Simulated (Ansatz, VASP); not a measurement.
CoO in VASP and in Ansatz

File INCAR:

```
SYSTEM = CoO
PREC     = Accurate       ! precision mode
ENCUT    = 520            ! plane-wave cutoff, eV
EDIFF    = 1E-6           ! SCF threshold, eV
ISMEAR   = 0              ! smearing method
SIGMA    = 0.05           ! smearing width, eV
LREAL    = .FALSE.        ! projectors in reciprocal space
LASPH    = .TRUE.         ! aspherical terms in the spheres
NELM     = 150            ! most SCF steps
ALGO     = Normal         ! electronic algorithm
ISIF     = 2              ! what is computed and relaxed
LWAVE    = .FALSE.        ! write WAVECAR
LCHARG   = .FALSE.        ! write CHGCAR
ISPIN    = 2              ! spin polarisation
MAGMOM   = 3 0            ! initial moments
LORBIT   = 11             ! projections on sites
LMAXMIX  = 4              ! l up to which the mixer works
NBANDS   = 18             ! bands
```

The input KPOINTS:

```
regular mesh
0
G
  12 12 12
  0 0 0
```

File POSCAR:

```
CoO
1.0
    0.0000000000      2.1315000000      2.1315000000
    2.1315000000      0.0000000000      2.1315000000
    2.1315000000      2.1315000000      0.0000000000
Co O
1 1
Direct
    0.0000000000      0.0000000000      0.0000000000
    0.5000000000      0.5000000000      0.5000000000
```

Input for Ansatz:

```yaml
crystal:
  lattice:
    - [0.0, 2.1315, 2.1315]
    - [2.1315, 0.0, 2.1315]
    - [2.1315, 2.1315, 0.0]
  atoms:
    - { symbol: Co, position: [0.0, 0.0, 0.0], spin: 3.0 }
    - { symbol: O, position: [0.5, 0.5, 0.5] }
magnetization:
  spin_polarized: true
basis:
  ecutwfc: 420
  fft_grid_basis: typed
kpoints:
  mp_grid: { grid: [12, 12, 12] }
hamiltonian:
  xc: lda
scf:
  occupations: { method: gaussian, width: 0.05 }
output:
  forces: true
  stress: true
  eigenvalues: true
  bader: true
  write_density: true
  volumetric_format: npy
  populations: true
  elf: true
```

Alike in both runs: task single point; functional LDA; k mesh 12 × 12 × 12; occupations gaussian, width 0.05 eV; collinear spin.

|  | VASP | Ansatz |
| --- | --- | --- |
| version | VASP 6.6.1 | Ansatz 0.2.0 |
| potentials or method | VASP PAW LDA potentials, release 64 (Co, O) | scalar-relativistic, plane waves, PAW |
| plane-wave cutoff (eV) | 520 | 420 |
| valence electrons in the cell | 15 | 23 |

```csv
,VASP,Ansatz,Ansatz less VASP
gap on the k mesh at the Fermi level (eV),none,none,-
pressure (GPa),-21.0,-19.0,+2.03
net moment per atom (μB),1.37,1.46,+0.092
size of the moment on the site where the two differ most (μB),0.29,0.35,+0.065
```

Site moments also hang on the region over which each program counts them. A gap of «none» marks a metal or a gap that the smearing closes. The two sets of potentials don't hold the same shells in valence.

Caveats: so large a pressure means that the cell lies far from this level's equilibrium, or that cutoff or potentials fall short (VASP); a cell with one magnetic atom can't hold antiferromagnetic order, which such compounds often take; semilocal functionals often make such compounds metallic where correlation or magnetic order opens a gap, which also shifts bond lengths.
